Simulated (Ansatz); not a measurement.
Mg: from a trial structure to a relaxed crystal

Method: Ansatz, DFT PBE, scalar-relativistic, plane waves, PAW. Cutoff 420 eV, Γ-centred k mesh, Gaussian smearing, no spin polarisation in the final step.

A relaxed cell is given with its space group left out.

```yaml
crystal:
  lattice:
    - [3.02064, 0.00000, 0.00000]
    - [0.00000, 3.02064, 0.00000]
    - [0.00000, 0.00000, 3.02064]
  atoms:
    - { symbol: Mg, position: [0.00000, 0.00000, 0.00000] }
```

Energies count from the standard state of Mg at the same level.

**Question.** What space group does it have?

**Answer.** Pm-3m (No. 221). Conventional cell: a = 3.021 Å. Mg has 6 Mg at 3.02 Å.

**Question.** How far above the standard state of Mg does it lie?

**Answer.** 0.38 eV/atom.

**Question.** Is it a metal?

**Answer.** Yes, bands cross the Fermi level on the 18×18×18 mesh.

The final run used a 18×18×18 mesh on its 1-atom cell and 0.10 eV smearing. The k mesh leaves about 4 meV/atom of noise in metals. The cell came from a trial start, so Mg may not exist in this structure.